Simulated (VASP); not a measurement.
Set up this calculation in VASP 6.6.1, as the native input.

```yaml
Task: single point
Functional: PBEsol
Potentials_or_basis: VASP PAW PBE potentials, release 64 (Zn, O)
Cutoff: 520 eV
k_mesh: 8 × 8 × 5
Occupations: fermi-dirac, width 0.02 eV
Spin: no spin polarisation
Further_INCAR_settings: ALGO = Normal; EDIFF = 1e-06
```

The structure of ZnO (zincite) lies in POSCAR:

```
ZnO
1.0
    3.2493080000      0.0000000000      0.0000000000
   -1.6246540000      2.8139832727      0.0000000000
    0.0000000000      0.0000000000      5.2057090000
Zn O
2 2
Direct
    0.3333333333      0.6666666667      0.5000000000
    0.6666666667      0.3333333333      0.0000000000
    0.6666666667      0.3333333333      0.3790100000
    0.3333333333      0.6666666667      0.8790100000
```

The input as run:

INCAR

```
PREC = Accurate ; ENCUT = 520
EDIFF = 1E-6 ; ISMEAR = -1
SIGMA = 0.02 ; LREAL = False
LASPH = True ; NELM = 80
ALGO = Normal ; ISIF = 2
LWAVE = False ; LCHARG = True
GGA = PS ; LVHAR = True
KPAR = 4
```

KPOINTS

```
regular mesh
0
Gamma
  8 8 5
```

Potentials or basis: VASP PAW PBE potentials, release 64 (Zn, O).

Run with:

```sh
$ cat potpaw_PBE.64/Zn/POTCAR potpaw_PBE.64/O/POTCAR > POTCAR
$ mpirun -np 4 vasp_std > vasp.out
```

It gave:

The pressure is -0.5 GPa. The largest force is 0.065 eV/Å. The band gap on the k mesh is 0.69 eV, direct.

Caveat: the PAW data sets were made with another functional, which shifts forces and pressure a little.

Wall time 12 s on 4 MPI ranks on AMD EPYC 7R13 Processor (Zen 3), with other jobs on the host, peak memory 0.15 GiB a rank.
